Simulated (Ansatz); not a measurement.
Na:

```xyz
1
Lattice="-2.1410 2.1410 2.1410 2.1410 -2.1410 2.1410 2.1410 2.1410 -2.1410" Properties=species:S:1:pos:R:3 pbc="T T T"
Na    0.0000    0.0000    0.0000
```

- Program: Ansatz 0.2.0
- Task: single point
- Functional: PBE
- Potentials or basis: all-electron LAPW, scalar-relativistic
- Cutoff: 75 eV (chosen from the basis error)
- Basis error allowed: 0.001 eV/atom
- k mesh: 9 × 9 × 9
- Occupations: fermi-dirac, width 0.05 eV
- Spin: no spin polarisation

On this cell: pressure -0.4 GPa; band gap on the k mesh none (metal or under the smearing width).

The same run follows on a disturbed copy (cell strained at random at fixed volume):

```
CELL_PARAMETERS angstrom
-2.05761 2.14356 2.19933
2.10814 -2.08308 2.18937
2.09200 2.11746 -2.13885
ATOMIC_POSITIONS crystal
Na 0.99870 0.99979 0.99469
```

Q: What changes?

A: The energy (extrapolated to zero smearing) moves by +1.8 meV/atom; pressure -0.4 GPa; band gap on the k mesh none (metal or under the smearing width).

Stress tensor (GPa, compression positive):
```
-0.39 -0.09 -0.15
-0.09 -0.36 -0.20
-0.15 -0.20 -0.50
```
